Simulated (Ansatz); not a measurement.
**Stress against strain in Ga**

```yaml
crystal:
  lattice:
    - [2.25535, -3.82240, 0.00000]
    - [2.25535, 3.82240, 0.00000]
    - [0.00000, 0.00000, 4.51670]
  atoms:
    - { symbol: Ga, position: [0.15250, 0.84750, 0.07850] }
    - { symbol: Ga, position: [0.65250, 0.34750, 0.42150] }
    - { symbol: Ga, position: [0.84750, 0.15250, 0.92150] }
    - { symbol: Ga, position: [0.34750, 0.65250, 0.57850] }
```

Atom numbers follow the list: Ga1, Ga2, Ga3, Ga4.

Conventional cell: a = 4.511 Å, b = 7.645 Å, c = 4.517 Å, α = 90.00°, β = 90.00°, γ = 90.00°. Ga (atom 1) has 7 Ga at 2.44 to 2.79 Å as nearest neighbours.

The cell is COD entry 9008562, as deposited and not checked against the literature; nothing was relaxed.

Level of theory: DFT, PBE, all-electron LAPW, scalar-relativistic in Ansatz 0.2.0.

Numerical set-up: a Γ-centred 9×9×8 k mesh, Fermi–Dirac smearing of 0.05 eV, basis error target 1 meV/atom, no spin polarisation.

The strain is applied along the Cartesian axes of the cell as listed (the other components stay zero). Fractional coordinates are held (clamped ions).

σ is the change of stress from the unstrained cell, which is at 2.31 GPa; tension is positive, so slopes are stress–strain coefficients at that pressure. In a metal the k mesh adds noise.

Only quantities that a quadratic follows smoothly over the whole series are listed; rougher ones are left out.

| εzz | σzz (GPa) | σxx (GPa) |
| --- | --- | --- |
| -0.0300 | -3.13 | -2.09 |
| -0.0200 | -2.00 | -1.38 |
| 0.0000 | 0.00 | 0.00 |
| 0.0100 | 0.88 | 0.65 |
| 0.0200 | 1.69 | 1.23 |
| 0.0300 | 2.38 | 1.81 |

Problem. Fit the series and read off the stiffness at zero strain.

Solution. Least-squares fits y = p0 + p1 x + p2 x² to the rows give σzz (GPa): p1 = 91.9, p2 = -420; σxx (GPa): p1 = 65.1, p2 = -160. So C33 = 92 GPa and C13 = 65 GPa, for these axes.

Problem. One run, at εzz = -0.0100, is withheld. Predict its row.

Solution. The fits give -0.96, -0.67; the run gave -0.93, -0.71.
